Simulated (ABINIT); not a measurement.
The system is Te.

```xyz
1
Lattice="2.3059 1.3313 1.6910 -2.3059 1.3313 1.6910 0.0000 -2.6626 1.6910" Properties=species:S:1:pos:R:3 pbc="T T T"
Te    0.0000    0.0000    2.5364
```

This isn't the form of Te at room conditions, which is trigonal, of chains.

Base run:

* Program: ABINIT 10.8.3 (patched build)
* Functional: PBEsol
* Potentials or basis: PseudoDojo NC SR PBEsol v0.4.1 standard
* Cutoff: 925 eV
* k mesh: 7 × 7 × 7
* Occupations: fermi-dirac, width 0.05 eV
* Spin: no spin polarisation

Its results: band gap on the k mesh none (metal or under the smearing width); pressure -1.0 GPa.

Q: The run is repeated on the same cell with these changes: potentials or basis from PseudoDojo NC SR PBEsol v0.4.1 standard to JTH PAW PBE v2.0; cutoff from 925 eV to 299 eV; valence electrons from 16 to 6. What comes out?

A: Band gap on the k mesh none (metal or under the smearing width); pressure -0.5 GPa.

Caveats: the cutoff is short for stress, so the pressure is rough (some runs); the PAW data sets were made with another functional, which shifts forces and pressure a little (some runs).
